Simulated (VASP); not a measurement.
# Al2O3 (P-6m2) in VASP: notebook

The runs below take Al2O3 through dielectric tensor, with LDA.

Program: VASP 6.6.1. These are calculated values, not measurements. Logs are shortened: lines on timing, memory, paths and dates and some standing lists are left out, and cuts for length are marked.

## Step 1: The crystal as given

Symmetry: P-6m2, No. 187, hexagonal system. Conventional cell: a = 2.884 Å, b = 2.884 Å, c = 9.337 Å, α = 90.00°, β = 90.00°, γ = 120.00°. Around Al (site symmetry 3m) lie 3 O at 1.80 Å. Around O (site symmetry 3m) lie 3 Al at 1.80 Å. O (site symmetry -6m2) has 6 Al at 2.18 Å as nearest neighbours.

Measurements of this composition are mostly on another form, of space group No. 167.

## Step 2: Dielectric tensor, LDA

The input, INCAR:

```
SYSTEM = Al2O3
PREC = Accurate ; ENCUT = 400
EDIFF = 1E-8 ; ISMEAR = 0
SIGMA = 0.01 ; LREAL = .False.
LASPH = .True. ; NELM = 100
ALGO = Normal ; ISIF = 2
LWAVE = .False. ; LCHARG = .False.
LEPSILON = .True.
```

The input, KPOINTS:

```
Automatic mesh
0
Gamma
  15 15 4
  0 0 0
```

The input, POSCAR:

```
Al2O3
1.0
    2.8843249483      0.0000000000      0.0000000000
   -1.4421624742      2.4978986780      0.0000000000
    0.0000000000      0.0000000000      9.3367544600
Al O
2 3
Direct
    0.0000000000      0.0000000000      0.8500076700
    0.0000000000      0.0000000000      0.1499923300
    0.3333333333      0.6666666667      0.7776830800
    0.6666666667      0.3333333333      0.0000000000
    0.3333333333      0.6666666667      0.2223169200
```

Potentials or basis: VASP PAW LDA potentials, release 64 (Al, O).

Command:

```bash
> cat potpaw_LDA.64/Al/POTCAR potpaw_LDA.64/O/POTCAR > POTCAR
> mpirun -np 1 vasp_std > vasp.out
```

OUTCAR:

```text
SYSTEM = Al2O3
   PREC = Accurate
   ENCUT = 400
   EDIFF = 1E-8
   ISMEAR = 0
   LREAL = .False.
   LASPH = .True.
   NELM = 100
   ISIF = 2
   LEPSILON = .True.

 Found     81 irreducible k-points:

 Following reciprocal coordinates:
            Coordinates               Weight
  0.000000  0.000000  0.000000      1.000000
  0.066667  0.000000  0.000000      6.000000
  0.133333 -0.000000  0.000000      6.000000
  0.200000  0.000000  0.000000      6.000000
  0.266667 -0.000000  0.000000      6.000000
  0.333333 -0.000000  0.000000      6.000000
   k-points           NKPTS =     81   k-points in BZ     NKDIM =     81   number of bands    NBANDS=     16
   number of dos      NEDOS =    301   number of ions     NIONS =      5
   total plane-waves  NPLWV =  25600
   dimension x,y,z NGX =    20 NGY =   20 NGZ =   64
   dimension x,y,z NGXF=    40 NGYF=   40 NGZF=  128
   ions per type =               2   3
   NGX,Y,Z   is equivalent  to a cutoff of  11.53, 11.53, 11.40 a.u.
   NGXF,Y,Z  is equivalent  to a cutoff of  23.06, 23.06, 22.79 a.u.
 SYSTEM =  Al2O3
   PREC   = accura    normal or accurate (medium, high low for compatibility)
   ISTART =      0    job   : 0-new  1-cont  2-samecut
   ICHARG =      2    charge: 1-file 2-atom 10-const
   ISPIN  =      1    spin polarized calculation?
   LNONCOLLINEAR =      F non collinear calculations
   LSORBIT =      F    spin-orbit coupling
   LASPH  =      T    aspherical Exc in radial PAW
   ENCUT  =  400.0 eV  29.40 Ry    5.42 a.u.   4.70  4.70 15.23*2*pi/ulx,y,z
   NELM   =    100;   NELMIN=  2; NELMDL= -5     # of ELM steps
   EDIFF  = 0.1E-07   stopping-criterion for ELM
   LREAL  =      F    real-space projection
   EDIFFG = 0.1E-06   stopping-criterion for IOM
   NSW    =      0    number of steps for IOM
   IBRION =     -1    ionic relax: 0-MD 1-quasi-New 2-CG
   NFREE  =      0    steps in history (QN), initial steepest desc. (CG)
   ISIF   =      2    stress and relaxation
   ISYM   =      2    0-nonsym 1-usesym 2-fastsym
   POTIM  = 0.5000    time-step for ionic-motion
   TEBEG  =    0.0;   TEEND  =   0.0 temperature during run
   PSTRESS=    0.0 pullay stress
   NELECT =      24.0000    total number of electrons
   NUPDOWN=      -1.0000    fix difference up-down
   EMIN   =  10.00;   EMAX   =-10.00  energy-range for DOS
   EFERMI =   0.00;   METHOD = LEGACY
   ISMEAR =     0;   SIGMA  =   0.01  broadening in eV -4-tet -1-fermi 0-gaus
   EFERMI_NEDOS =   21; number of points for ismear=-14 and -15
   IALGO  =     38    algorithm
   IMIX   =      4    mixing-type and parameters
     AMIX     =   0.40;   BMIX     =  1.00
     AMIX_MAG =   1.60;   BMIX_MAG =  1.00
  volume/ion in A,a.u.               =      13.45        90.79
  Fermi-wavevector in a.u.,A,eV,Ry     =   1.161111  2.194181 18.343074  1.348178
  Thomas-Fermi vector in A             =   2.297686
   LORBIT       =      0    0 simple, 1 ext, 2 COOP (PROOUT), +10 PAW based schemes
   GGA     = CA    functional components
   LHFCALC =     F    Hartree Fock is set to
   AEXX    =    0.0000 exact exchange contribution
   IVDW    =     0    specifies the selected vdW correction
   LEPSILON=     T    determine dielectric tensor
   LRPA    =     F    only Hartree local field effects (RPA)
 non-spin polarized calculation
 Gauss-broadening in eV      SIGMA  =   0.01
  energy-cutoff  :      400.00
  volume of cell :       67.27
 maximum number of plane-waves:      1243
 NGX is ok and might be reduce to    20
   NGX =  9   NGY =  9   NGZ = 31

--------------------------------------- Ionic step        1  -------------------------------------------

 number of electron      24.0000010 magnetization

 E-fermi :   0.6321     XC(G=0):  -8.8985

 val. band max:        0.5596853284   @ k =   0.1333   0.0667   0.0000
 cond. band min:       5.2976327773   @ k =   0.0000   0.0000   0.0000
 fundamental gap:      4.7379474489
 Fermi energy:         0.6320674977

 k-point     1 :       0.0000    0.0000    0.0000
  band No.  band energies     occupation
      1     -17.9108      2.00000
      2     -16.8552      2.00000
      3     -15.6233      2.00000
      4      -4.4358      2.00000
      5      -1.5577      2.00000
      6      -0.9367      2.00000
[... 8 lines left out ...]
     15       8.2512      0.00000
     16       9.7296      0.00000

 k-point     2 :       0.0667    0.0000    0.0000
  band No.  band energies     occupation
      1     -17.8541      2.00000
      2     -16.8125      2.00000
      3     -15.6017      2.00000
      4      -4.4022      2.00000
      5      -1.6895      2.00000
      6      -1.0517      2.00000
[... 8 lines left out ...]
     15       8.4113      0.00000
     16       9.8685      0.00000

 k-point     3 :       0.1333   -0.0000    0.0000
  band No.  band energies     occupation
      1     -17.6895      2.00000
      2     -16.6890      2.00000
      3     -15.5426      2.00000
      4      -4.3214      2.00000
      5      -2.1508      2.00000
      6      -1.5013      2.00000
[... 8 lines left out ...]
     15       8.8261      0.00000
     16      10.2557      0.00000

 k-point     4 :       0.2000    0.0000    0.0000
  band No.  band energies     occupation
      1     -17.4295      2.00000
      2     -16.5012      2.00000
      3     -15.4618      2.00000
      4      -4.2691      2.00000
      5      -2.8971      2.00000
      6      -2.0313      2.00000
[... 8 lines left out ...]
     15       9.3169      0.00000
     16      10.7234      0.00000

 k-point     5 :       0.2667   -0.0000    0.0000
  band No.  band energies     occupation
      1     -17.0956      2.00000
      2     -16.2726      2.00000
      3     -15.3837      2.00000
      4      -4.3865      2.00000
      5      -3.7382      2.00000
      6      -2.6427      2.00000
[... 8 lines left out ...]
     15       9.6186      0.00000
     16      10.9002      0.00000

 k-point     6 :       0.3333   -0.0000    0.0000
  band No.  band energies     occupation
      1     -16.7216      2.00000
      2     -16.0396      2.00000
      3     -15.3418      2.00000
      4      -4.7100      2.00000
      5      -4.5083      2.00000
      6      -3.2034      2.00000
[... 8 lines left out ...]
     15       9.6090      0.00000
     16      10.9446      0.00000

 [... further k-points ...]

  FORCE on cell =-STRESS in cart. coord.  units (eV):
  Direction    XX          YY          ZZ          XY          YZ          ZX
  --------------------------------------------------------------------------------------
  -------------------------------------------------------------------------------------
  Total       -4.6682118     -4.6682118     -3.8783618      0.0000000      0.0000000     -0.0000000
  in kB     -111.1849970   -111.1849970    -92.3727687      0.0000000      0.0000000     -0.0000000
  external PRESSURE =    -104.9142542 kB  Pullay stress =       0.0000000 kB

 VOLUME and BASIS-vectors are now :
 -----------------------------------------------------------------------------
  energy-cutoff  :      400.00
  volume of cell :       67.27
      direct lattice vectors                 reciprocal lattice vectors
     2.884324948  0.000000000  0.000000000     0.346701574  0.200168247  0.000000000
    -1.442162474  2.497898678  0.000000000     0.000000000  0.400336494  0.000000000
     0.000000000  0.000000000  9.336754460     0.000000000  0.000000000  0.107103598

 POSITION                                       TOTAL-FORCE (eV/Angst)
 -----------------------------------------------------------------------------------
      0.00000      0.00000      7.93631        -0.000000      0.000000     -0.019094
      0.00000      0.00000      1.40044        -0.000000      0.000000      0.019094
     -0.00000      1.66527      7.26104         0.000000     -0.000000      0.487833
      1.44216      0.83263      0.00000         0.000000      0.000000      0.000000
     -0.00000      1.66527      2.07572         0.000000     -0.000000     -0.487833
 -----------------------------------------------------------------------------------
    total drift:                               -0.000000      0.000000     -0.000000

  FREE ENERGIE OF THE ION-ELECTRON SYSTEM (eV)
  ---------------------------------------------------
  free  energy   TOTEN  =       -40.1654996108 eV

  energy  without entropy=      -40.1654996108  energy(sigma->0) =      -40.16549961

 HEAD OF MICROSCOPIC STATIC DIELECTRIC TENSOR (INDEPENDENT PARTICLE, excluding Hartree and local field effects)
 ------------------------------------------------------
           2.796691    -0.000000    -0.000000
          -0.000000     2.796691    -0.000000
           0.000000     0.000000     2.615481
 ------------------------------------------------------

 Free energy of the ion-electron system (eV)
  ---------------------------------------------------
  ---------------------------------------------------
  free energy    TOTEN  =        -0.33597825 eV

  energy without entropy =       -0.33597825

------------------------ aborting loop because EDIFF is reached ----------------------------------------

--------------------------------------- Ionic step        2  -------------------------------------------

------------------------ aborting loop because EDIFF is reached ----------------------------------------

--------------------------------------- Ionic step        3  -------------------------------------------

 Free energy of the ion-electron system (eV)
  ---------------------------------------------------
  ---------------------------------------------------
  free energy    TOTEN  =        -0.18845930 eV

  energy without entropy =       -0.18845930

------------------------ aborting loop because EDIFF is reached ----------------------------------------

 PIEZOELECTRIC TENSOR FIELD DIRECTION 3  (e Angst)
 -----------------------------------------------------------------------------
    -0.00003 -0.00000  0.00000           ( -0.00000  0.00000 -0.00000)
    -0.00000 -0.00003  0.00000           (  0.00000 -0.00000  0.00000)
     0.00000  0.00000  0.00006           ( -0.00000  0.00000 -0.00000)

 PIEZOELECTRIC TENSOR FIELD DIRECTION 3  (C/m^2)
 -----------------------------------------------------------------------------
    -0.00001 -0.00000  0.00000
    -0.00000 -0.00001  0.00000
     0.00000  0.00000  0.00001

 MACROSCOPIC STATIC DIELECTRIC TENSOR (including local field effects in DFT)
 ------------------------------------------------------
           2.694965    -0.000000     0.000000
          -0.000000     2.694965    -0.000000
           0.000000     0.000000     1.942099
 ------------------------------------------------------

 PIEZOELECTRIC TENSOR (including local field effects)  for field in x, y, z        (e  Angst)
          XX          YY          ZZ          XY          YZ          ZX
  --------------------------------------------------------------------------------
  x     0.00000    -0.00000    -0.00000    -0.06668     0.00000     0.00000
  y    -0.06668     0.06668    -0.00000    -0.00000     0.00000     0.00000
  z     0.00000     0.00000     0.00000     0.00000     0.00000    -0.00000

 PIEZOELECTRIC TENSOR (including local field effects)  for field in x, y, z        (C/m^2)
          XX          YY          ZZ          XY          YZ          ZX
  --------------------------------------------------------------------------------
  x     0.00000    -0.00000    -0.00000    -0.01588     0.00000     0.00000
  y    -0.01588     0.01588    -0.00000    -0.00000     0.00000     0.00000
  z     0.00000     0.00000     0.00000     0.00000     0.00000    -0.00000

 BORN EFFECTIVE CHARGES (including local field effects) (in |e|, cummulative output)
 ---------------------------------------------------------------------------------
 ion    1
    1     3.01591    -0.00000     0.00000
    2    -0.00000     3.01591     0.00000
    3     0.00000     0.00000     1.51293
 ion    2
    1     3.01591    -0.00000    -0.00000
    2    -0.00000     3.01591    -0.00000
    3    -0.00000     0.00000     1.51293
 ion    3
    1    -1.89859     0.00000     0.00000
    2     0.00000    -1.89859     0.00000
    3     0.00000    -0.00000    -0.90932
 ion    4
    1    -2.23464     0.00000     0.00000
    2     0.00000    -2.23464     0.00000
    3     0.00000    -0.00000    -1.20723
 ion    5
    1    -1.89859     0.00000    -0.00000
    2     0.00000    -1.89859     0.00000
    3    -0.00000     0.00000    -0.90932
```

Run time: 7.4 min. Hardware: 1 thread of AMD EPYC 9R45 (Zen 5), shared host; peak memory 0.53 GiB.

These settings aren't checked as converged: the numbers below hold their error.

What came out:

| Property | Result |
| --- | --- |
| Band gap on the k mesh | 4.74 eV, indirect (least direct gap 5.00 eV) |
| Electronic dielectric tensor (diagonal) | 2.69, 2.69, 1.94 |
| Born charges (mean of the diagonal) | Al +2.51; O -1.57, -1.89 e |

Caveat: the cutoff is under 1.25 times the usual one of these potentials, so pressure, stress and relaxed cells hold a basis-set (Pulay) error; an odd mesh through Γ misses points on the zone boundary, where band edges often lie.

(Part 1 of 3 ends here.)
